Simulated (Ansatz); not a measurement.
# Dielectric response of KF (001) films, part 3 of 6

Aim: the electronic and static ε of rocksalt KF (001) from films of three thicknesses in a field.

Ansatz 0.2.0; plane-wave DFT, PBE, Ansatz PAW (the session's first sound run).

So far. Step 7 (Relaxing in the field, 6 atoms, field 0.05 V/Å): The dipole is 0.0312 e·Å, and the gap on the mesh 5.144 eV. Step 8 (Field on, atoms free, 6 atoms, field -0.05 V/Å): The dipole is -0.0312 e·Å, and the gap on the mesh 5.144 eV.

**9. Response with the atoms relaxed, 6 atoms, units 3**

This step: plane-wave DFT, PBE, Ansatz PAW; response to a field along the normal, atoms relaxed (Ansatz 0.2.0).

The two relaxed runs give the static response.

This step gave:

- equivalent conductor thickness p/(ε₀AE): 7.888 Å
- distance between the outer atoms: 5.427 Å

Local field over the applied field, running mean. From the potentials at -0.05 and 0.05 V/Å; running mean over 2.675 Å, taken twice. The local field over applied field by z:

z (Å), local field over applied field and a bar from the least value:
```
     4.09      0.999 ##############################
     4.52      0.998 ##############################
     4.96      0.995 ##############################
     5.25      0.993 ##############################
     5.69      0.992 ##############################
     6.13      0.935 ############################
     6.57      0.839 #########################
     7.00      0.701 #####################
     7.30      0.582 ##################
     7.73      0.408 ############
     8.17      0.225 #######
     8.61      0.083 ###
     9.05      0.015 #
     9.49     -0.008 
     9.78      0.018 #
    10.22      0.078 ###
    10.65      0.136 ####
    11.09      0.197 ######
    11.53      0.211 #######
    11.82      0.210 #######
    12.26      0.196 ######
    12.70      0.136 ####
    13.13      0.079 ###
    13.57      0.021 #
    13.86      0.000 
    14.30      0.030 #
    14.74      0.094 ###
    15.18      0.228 #######
    15.62      0.408 ############
    16.05      0.581 ##################
    16.34      0.699 #####################
    16.78      0.833 #########################
    17.22      0.929 ############################
    17.66      0.989 ##############################
    18.10      0.993 ##############################
    18.39      0.995 ##############################
    18.83      0.998 ##############################
    19.26      0.999 ##############################
```

The induced dipole is that of a conductor 7.89 Å thick.

**10. Relaxing the film, 10 atoms, units 5**

This step: plane-wave DFT, PBE, Ansatz PAW (Ansatz 0.2.0).

System of this step: KF (001), 5 units. The cell holds 10 atoms: 5 K and 5 F. Its edges and angles: a = 3.783 Å, b = 3.783 Å, c = 28.700 Å, α = 90.0°, β = 90.0°, γ = 90.0°. It derives from KF (rocksalt KF). Vacuum lies along c.

The next thickness, treated alike, so that differences show the interior and the faces cancel.

The input, input.yaml:

```yaml
crystal:
  lattice:
    - [3.78302128, 0.0, 0.0]
    - [0.0, 3.78302128, 0.0]
    - [0.0, 0.0, 28.7]
  atoms:
    - { symbol: K, position: [0.5, 0.5, 0.3135888502] }
    - { symbol: F, position: [0.0, 0.0, 0.3135888502] }
    - { symbol: K, position: [0.0, 0.0, 0.4067944251] }
    - { symbol: F, position: [0.5, 0.5, 0.4067944251] }
    - { symbol: K, position: [0.5, 0.5, 0.5] }
    - { symbol: F, position: [0.0, 0.0, 0.5] }
    - { symbol: K, position: [0.0, 0.0, 0.5932055749] }
    - { symbol: F, position: [0.5, 0.5, 0.5932055749] }
    - { symbol: K, position: [0.5, 0.5, 0.6864111498] }
    - { symbol: F, position: [0.0, 0.0, 0.6864111498] }
kpoints:
  mp_grid: { grid: [8, 8, 1] }
hamiltonian:
  xc: pbe
scf:
  occupations: { method: fixed }
  convergence: { dr2_threshold: 1.0e-09 }
efield:
  axis: 3
  dipole_correction: true
  ramp_position: 0.97
  ramp_width: 0.06
relax:
  f_tol: 0.003
  max_steps: 100
output:
  write_potential: true
  write_density: true
  volumetric_format: npy
```

On the command line:

```sh
> ansatz run input.yaml --threads 4 --pin off --max-ram 8192MiB --backend cpu --events-out ev --progress --plain --runs-dir out
```

Numbers of over 12 decimals in the logs are rounded to 6 here.

The program printed:

```text
[...]
Crystal: 10 atoms, lattice volume = 410.733 Å³
Basis set: ecut = 420 eV, 7983 PW (Γ), exchange–correlation on 54×54×384 points (8 copies of the dense FFT grid, shifted against one another)
Bands: 50, of which v1, the nominal top of the filled ones, is band 40 counted from 1 (39 counted from 0)
Symmetry: 8 space group operations
k-points: 15 of 64
[...]
- { symbol: K, position: [-2.5919035702477896e-18, 0, 0.405036] }
    - { symbol: F, position: [0.5, 0.5, 0.404623] }
    - { symbol: K, position: [0.5, 0.5, 0.500000] }
    - { symbol: F, position: [0, 0, 0.500000] }
    - { symbol: K, position: [2.591904861031317e-18, 0, 0.594964] }
    - { symbol: F, position: [0.5, 0.5, 0.595377] }
    - { symbol: K, position: [0.5, 0.5, 0.689578] }
    - { symbol: F, position: [3.3589187482156005e-18, 0, 0.688690] }
[key lines of the parts left out:]
SCF converged after 7 iterations
Free energy (F): -11743.696164 eV
Fermi energy:    -2.450743 eV
Dipole field:    D = 0.000000 V/Å  (p = 0.000000 e·Å, saw-weighted, corrected)
Work function:   Φ+ = 5.9770 eV   Φ− = 5.9770 eV
```

Elapsed: 24 s, on 4 threads of Arm Neoverse V1, shared host; peak memory 0.82 GiB.

The steps of the relaxation:

```
step  energy less that of the first step (eV)  largest force component (eV/Å)
   1                                   0.0000                          0.0815
   2                                  -0.0005                          0.1275
   3                                  -0.0089                          0.0100
   4                                  -0.0090                          0.0012
```

Forces are held to the 8 operations that the run works with; a distortion that breaks them can't arise in this run.

The atoms that moved most (Å):

```
atom     dx     dy      dz  length
  K9  0.000  0.000   0.091   0.091
  K1  0.000  0.000  -0.091   0.091
 F10  0.000  0.000   0.065   0.065
  F2  0.000  0.000  -0.065   0.065
  F4  0.000  0.000  -0.062   0.062
  F8  0.000  0.000   0.062   0.062
  K7  0.000  0.000   0.050   0.050
  K3  0.000  0.000  -0.050   0.050
```

The relaxation took 4 steps and lowered the energy by 0.0090 eV; the largest force on the free atoms ends at 0.0012 eV/Å.

The gap is 5.23 eV, with the valence edge 5.98 eV and the conduction edge 0.75 eV under the upper vacuum level.

**11. Single point on the relaxed film, 10 atoms, units 5**

The next thickness, treated alike, so that differences show the interior and the faces cancel.

input.yaml, the sections that differ from step 10:

```yaml
crystal:
  lattice:
    - [3.78302128, 0.0, 0.0]
    - [0.0, 3.78302128, 0.0]
    - [0.0, 0.0, 28.7]
  atoms:
    - { symbol: K, position: [0.5, 0.5, 0.3104215545] }
    - { symbol: F, position: [0.0, 0.0, 0.3113100403] }
    - { symbol: K, position: [0.0, 0.0, 0.4050359855] }
    - { symbol: F, position: [0.5, 0.5, 0.4046228992] }
    - { symbol: K, position: [0.5, 0.5, 0.4999999996] }
    - { symbol: F, position: [0.0, 0.0, 0.4999999972] }
    - { symbol: K, position: [0.0, 0.0, 0.5949640153] }
    - { symbol: F, position: [0.5, 0.5, 0.5953770973] }
    - { symbol: K, position: [0.5, 0.5, 0.6895784512] }
    - { symbol: F, position: [0.0, 0.0, 0.6886899598] }
output:
  eigenvalues: true
  write_potential: true
  write_density: true
  volumetric_format: npy
  elf: true
# kpoints, hamiltonian, scf, efield: as in step 10
# relax: removed
```

The program printed:

```text
[...]
Crystal: 10 atoms, lattice volume = 410.733 Å³
Basis set: ecut = 420 eV, 7983 PW (Γ)
Bands: 50, of which v1, the nominal top of the filled ones, is band 40 counted from 1 (39 counted from 0)
Symmetry: 8 space group operations
k-points: 15 of 64
[...]
k-point 1: bands = [... 36 lower, -2.5442, -2.5352, -2.4960, -2.4955, 2.9599, 2.9961, 3.8303, 4.1997, ... 6 higher]
  k-point 2: bands = [... 36 lower, -2.6414, -2.6017, -2.6014, -2.5977, 3.4780, 3.5050, 4.3657, 4.8426, ... 6 higher]
  k-point 14: bands = [... 36 lower, -2.5662, -2.5622, -2.5622, -2.5351, 5.7168, 5.7168, 6.1320, 6.1320, ... 6 higher]
[key lines of the parts left out:]
SCF converged after 8 iterations
Free energy (F): -11743.696456 eV
Fermi energy:    -2.450957 eV
Dipole field:    D = 0.000000 V/Å  (p = 0.000001 e·Å, saw-weighted, corrected)
Work function:   Φ+ = 5.9768 eV   Φ− = 5.9768 eV
```

Elapsed: 9.2 s, on 4 threads; peak memory 0.88 GiB; 36 s of CPU time.

The gap is 5.23 eV, with the valence edge 5.98 eV and the conduction edge 0.75 eV under the upper vacuum level.

**12. Single point, 10 atoms, units 5, field 0.05 V/Å**

input.yaml, as its differences from that of step 11:

```diff
@@ -22,3 +22,3 @@
   occupations: { method: fixed }
-  convergence: { dr2_threshold: 1.0e-09 }
+  convergence: { dr2_threshold: 1.0e-10 }
 efield:
@@ -28,4 +28,4 @@
   ramp_width: 0.06
+  amplitude: 0.05
 output:
-  eigenvalues: true
   write_potential: true
@@ -33,2 +33 @@
   volumetric_format: npy
-  elf: true
```

The program printed:

```text
[...]
Crystal: 10 atoms, lattice volume = 410.733 Å³
Basis set: ecut = 420 eV, 7983 PW (Γ)
Bands: 50, of which v1, the nominal top of the filled ones, is band 40 counted from 1 (39 counted from 0)
Symmetry: 8 space group operations
k-points: 15 of 64
[...]
k-point 0: bands = [... 36 lower, -2.5603, -2.4966, -2.3152, -2.3152, 2.5680, 3.0124, 3.5296, 3.9452, ... 6 higher]
  k-point 1: bands = [... 36 lower, -2.6046, -2.4943, -2.4061, -2.3596, 2.7472, 3.1994, 3.7187, 4.1800, ... 6 higher]
  k-point 2: bands = [... 36 lower, -2.7101, -2.6078, -2.4933, -2.4652, 3.2553, 3.7197, 4.2465, 4.8315, ... 6 higher]
  k-point 14: bands = [... 36 lower, -2.6633, -2.4315, -2.4315, -2.4239, 5.6994, 5.6994, 6.1334, 6.1334, ... 6 higher]
[key lines of the parts left out:]
SCF converged after 12 iterations
Free energy (F): -11743.697137 eV
Fermi energy:    -2.315200 eV
Dipole field:    D = 0.012007 V/Å  (p = 0.027253 e·Å, saw-weighted, corrected)
```

The job ended after 11 s (4 threads; peak memory 0.86 GiB; 44 s of CPU time).

The dipole is 0.0273 e·Å, and the gap on the mesh 4.883 eV.

**13. Atoms held, 10 atoms, units 5, field -0.05 V/Å**

input.yaml, as its differences from that of step 12:

```diff
@@ -28,3 +28,3 @@
   ramp_width: 0.06
-  amplitude: 0.05
+  amplitude: -0.05
 output:
```

The program printed:

```text
[...]
Crystal: 10 atoms, lattice volume = 410.733 Å³
Basis set: ecut = 420 eV, 7983 PW (Γ)
Bands: 50, of which v1, the nominal top of the filled ones, is band 40 counted from 1 (39 counted from 0)
Symmetry: 8 space group operations
k-points: 15 of 64
[...]
k-point 0: bands = [... 36 lower, -2.5603, -2.4966, -2.3152, -2.3152, 2.5680, 3.0124, 3.5297, 3.9452, ... 6 higher]
  k-point 1: bands = [... 36 lower, -2.6046, -2.4943, -2.4061, -2.3596, 2.7472, 3.1994, 3.7187, 4.1800, ... 6 higher]
  k-point 2: bands = [... 36 lower, -2.7101, -2.6078, -2.4933, -2.4652, 3.2553, 3.7197, 4.2465, 4.8315, ... 6 higher]
  k-point 14: bands = [... 36 lower, -2.6633, -2.4315, -2.4315, -2.4239, 5.6994, 5.6994, 6.1334, 6.1334, ... 6 higher]
[key lines of the parts left out:]
SCF converged after 12 iterations
Free energy (F): -11743.697137 eV
Fermi energy:    -2.315199 eV
Dipole field:    D = -0.012006 V/Å  (p = -0.027253 e·Å, saw-weighted, corrected)
```

Elapsed: 11 s, on 4 threads; peak memory 0.86 GiB; 44 s of CPU time.

The dipole is -0.0273 e·Å, and the gap on the mesh 4.883 eV.

**14. Response with the atoms held, 10 atoms, units 5**

This step: plane-wave DFT, PBE, Ansatz PAW; response to a field along the normal, atoms held (Ansatz 0.2.0).

Local field over the applied field, running mean. From the potentials at -0.05 and 0.05 V/Å; running mean over 2.675 Å, taken twice. The local field over applied field by z:

```
z (Å)  local field over applied field
    5                           0.993
    6                           0.953
    7                           0.827
    8                           0.655
    9                           0.532
   10                           0.499
   11                           0.501
   12                           0.506
   13                           0.509
   14                           0.509
   15                           0.509
   16                           0.508
   17                           0.504
   18                           0.499
   19                           0.502
   20                           0.559
   21                           0.705
   22                           0.873
   23                           0.972
   24                           0.996
```

The induced dipole is that of a conductor 6.89 Å thick.

**15. Field on, atoms free, 10 atoms, units 5, field 0.05 V/Å**

This step: plane-wave DFT, PBE, Ansatz PAW (Ansatz 0.2.0).

The same pair of relaxations in the field for this thickness.

input.yaml, as its differences from that of step 13:

```diff
@@ -28,3 +28,6 @@
   ramp_width: 0.06
-  amplitude: -0.05
+  amplitude: 0.05
+relax:
+  f_tol: 0.0006
+  max_steps: 70
 output:
```

The program printed:

```text
[...]
Crystal: 10 atoms, lattice volume = 410.733 Å³
Basis set: ecut = 420 eV, 7983 PW (Γ), exchange–correlation on 54×54×384 points (8 copies of the dense FFT grid, shifted against one another)
Bands: 50, of which v1, the nominal top of the filled ones, is band 40 counted from 1 (39 counted from 0)
Symmetry: 8 space group operations
k-points: 15 of 64
[...]
- { symbol: K, position: [1.1884166060984876e-19, 0.0, 0.405117] }
    - { symbol: F, position: [0.5, 0.5, 0.404512] }
    - { symbol: K, position: [0.5, 0.5, 0.500135] }
    - { symbol: F, position: [-1.980093249423968e-19, 0.0, 0.499866] }
    - { symbol: K, position: [1.7416094087497798e-19, 0.0, 0.595082] }
    - { symbol: F, position: [0.5, 0.5, 0.595289] }
    - { symbol: K, position: [0.5, 0.5, 0.689809] }
    - { symbol: F, position: [-1.8494701982899072e-19, 0.0, 0.688564] }
[key lines of the parts left out:]
SCF converged after 6 iterations
Free energy (F): -11743.697407 eV
Fermi energy:    -2.420974 eV
Dipole field:    D = 0.021857 V/Å  (p = 0.049613 e·Å, saw-weighted, corrected)
```

Run time: 27 s. Hardware: 4 threads; peak memory 0.8 GiB.

Step by step:

```
step  energy less that of the first step (eV)  largest force component (eV/Å)
   1                                   0.0000                          0.0295
   2                                   0.0010                          0.0546
   3                                  -0.0006                          0.0013
   4                                  -0.0006                          0.0004
```

Relaxation step 2 was tried and not accepted.

Forces are held to the 8 operations that the run works with; a distortion that breaks them can't arise in this run.

Final coordinates:

```xyz
10
Lattice="3.7830 0.0000 0.0000 0.0000 3.7830 0.0000 0.0000 0.0000 28.7000" Properties=species:S:1:pos:R:3
K     1.8915    1.8915    8.9128
F     0.0000    0.0000    8.9279
K     0.0000    0.0000   11.6268
F     1.8915    1.8915   11.6095
K     1.8915    1.8915   14.3539
F     0.0000    0.0000   14.3461
K     0.0000    0.0000   17.0789
F     1.8915    1.8915   17.0848
K     1.8915    1.8915   19.7975
F     0.0000    0.0000   19.7618
```

The relaxation took 4 steps and lowered the energy by 5.6e-4 eV; the largest force on the free atoms ends at 4.2e-4 eV/Å.

The dipole is 0.0496 e·Å, and the gap on the mesh 5.122 eV.

**16. Field on, atoms free, 10 atoms, units 5, field -0.05 V/Å**

The opposite sign, again from the field-free geometry; the difference of the two cancels what relaxes without a field.

input.yaml, as its differences from that of step 15:

```diff
@@ -28,3 +28,3 @@
   ramp_width: 0.06
-  amplitude: 0.05
+  amplitude: -0.05
 relax:
```

The program printed:

```text
[...]
Crystal: 10 atoms, lattice volume = 410.733 Å³
Basis set: ecut = 420 eV, 7983 PW (Γ), exchange–correlation on 54×54×384 points (8 copies of the dense FFT grid, shifted against one another)
Bands: 50, of which v1, the nominal top of the filled ones, is band 40 counted from 1 (39 counted from 0)
Symmetry: 8 space group operations
k-points: 15 of 64
[...]
- { symbol: K, position: [-1.741663691308441e-19, 0.0, 0.404918] }
    - { symbol: F, position: [0.5, 0.5, 0.404711] }
    - { symbol: K, position: [0.5, 0.5, 0.499865] }
    - { symbol: F, position: [1.9801517798370272e-19, 0.0, 0.500134] }
    - { symbol: K, position: [-1.18840504179467e-19, 0.0, 0.594883] }
    - { symbol: F, position: [0.5, 0.5, 0.595488] }
    - { symbol: K, position: [0.5, 0.5, 0.689449] }
    - { symbol: F, position: [3.452392807975701e-19, 0.0, 0.688924] }
[key lines of the parts left out:]
SCF converged after 6 iterations
Free energy (F): -11743.697407 eV
Fermi energy:    -2.420974 eV
Dipole field:    D = -0.021857 V/Å  (p = -0.049613 e·Å, saw-weighted, corrected)
```

The job ended after 27 s (4 threads; peak memory 0.79 GiB; 1.8 min of CPU time).

Relaxation path:

```
step  energy less that of the first step (eV)  largest force component (eV/Å)
   1                                   0.0000                          0.0295
   2                                   0.0010                          0.0546
   3                                  -0.0006                          0.0013
   4                                  -0.0006                          0.0004
```

Relaxation step 2 was tried and not accepted.

The run keeps the 8 symmetry operations that it works with, so distortions that break them were not tested.

The relaxation took 4 steps and lowered the energy by 5.6e-4 eV; the largest force on the free atoms ends at 4.2e-4 eV/Å.

The dipole is -0.0496 e·Å, and the gap on the mesh 5.122 eV.

**17. Response with the atoms relaxed, 10 atoms, units 5**

This step: plane-wave DFT, PBE, Ansatz PAW; response to a field along the normal, atoms relaxed (Ansatz 0.2.0).

Local field over the applied field, running mean. From the potentials at -0.05 and 0.05 V/Å; running mean over 2.675 Å, taken twice. Local field over applied field against z:

```
z (Å)  local field over applied field
  4.5                           0.998
  5.0                           0.995
  5.5                           0.994
  6.0                           0.947
  6.5                           0.842
  7.0                           0.687
  7.5                           0.490
  8.0                           0.292
  8.5                           0.115
  9.0                          0.0309
  9.5                         0.00271
 10.0                          0.0462
 10.5                          0.0953
 11.0                           0.152
 11.5                           0.181
 12.0                           0.189
 12.5                           0.179
 13.0                           0.155
 13.5                           0.131
 14.0                           0.113
 14.5                           0.111
 15.0                           0.120
 15.5                           0.146
 16.0                           0.169
 16.5                           0.189
 17.0                           0.185
 17.5                           0.169
 18.0                           0.117
 18.5                          0.0655
 19.0                          0.0146
 19.5                          0.0124
 20.0                          0.0742
 20.5                           0.209
 21.0                           0.412
 21.5                           0.607
 22.0                           0.788
 22.5                           0.910
 23.0                           0.986
 23.5                           0.993
 24.0                           0.997
 24.5                           0.999
```

The induced dipole is that of a conductor 12.55 Å thick.

(Continued in part 4 of 6.)

[Logs are printed without paths, hosts, clocks, repeated set-up lines and the standing remarks that a program may print on its own settings, such as how far it seeks lower states.]

[Hosts, paths, dates, database ids (printed as entryN), source tags and the programs' standing remarks are cut or masked in the printed files.]

[Maps of the electrostatic potential energy from Ansatz leave out the sawtooth potential of an applied field or a dipole correction, so their vacuum need not be flat; planar profiles and work functions include it.]
